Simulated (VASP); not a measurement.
Write the native input for VASP 6.6.1 that does the following.

```yaml
Task: relaxation of cell and atoms
Functional: PBE
Potentials_or_basis: VASP PAW PBE potentials, release 64 (Ca_sv, F)
Cutoff: 600 eV
k_mesh: 8 × 8 × 8
Occupations: gaussian, width 0.02 eV
Spin: no spin polarisation
Dipole_correction: no
Further_INCAR_settings: ALGO = Normal; EDIFF = 1e-07; IBRION = 2; EDIFFG = -0.005; NSW = 100; ISIF = 3
```

The structure of CaF2 lies in POSCAR:

```
CaF2
1.0
    0.0000000000      2.7310000000      2.7310000000
    2.7310000000      0.0000000000      2.7310000000
    2.7310000000      2.7310000000      0.0000000000
Ca F
1 2
Direct
    0.0000000000      0.0000000000      0.0000000000
    0.2500000000      0.2500000000      0.2500000000
    0.7500000000      0.7500000000      0.7500000000
```

The input as run:

INCAR

```
SYSTEM = CaF2
ALGO = Normal ; EDIFF = 1E-7
EDIFFG = -0.005 ; ENCUT = 600
GGA = PE ; IBRION = 2
ISIF = 3 ; ISMEAR = 0
LASPH = .TRUE. ; LCHARG = .FALSE.
LREAL = .FALSE. ; LWAVE = .FALSE.
NELM = 100 ; NSW = 100
PREC = Accurate ; SIGMA = 0.02
```

KPOINTS

```
k-points
0
G
  8 8 8
  0 0 0
```

Potentials or basis: VASP PAW PBE potentials, release 64 (Ca_sv, F).

Launch:

```bash
$ cat potpaw_PBE.64/Ca_sv/POTCAR potpaw_PBE.64/F/POTCAR > POTCAR
$ mpirun -np 1 vasp_std > vasp.out
```

It gave:

The relaxed volume is 13.98 Å³/atom, the relaxed cell is a = 3.899 Å, b = 3.899 Å, c = 3.899 Å, α = 60.00°, β = 60.00°, γ = 60.00° and the space group after relaxing (to 0.05 Å) is Fm-3m (No. 225). The energy gained by relaxing is 2.8 meV/atom, the ionic steps are 2 and the pressure after relaxing is 0.0 GPa. The band gap on the k mesh is 7.11 eV, indirect (least direct gap 7.36 eV).

Run time: 65 s on 1 thread of AMD EPYC 7R43 64-Core Processor (Zen 3), on a shared host, peak memory 0.16 GiB.
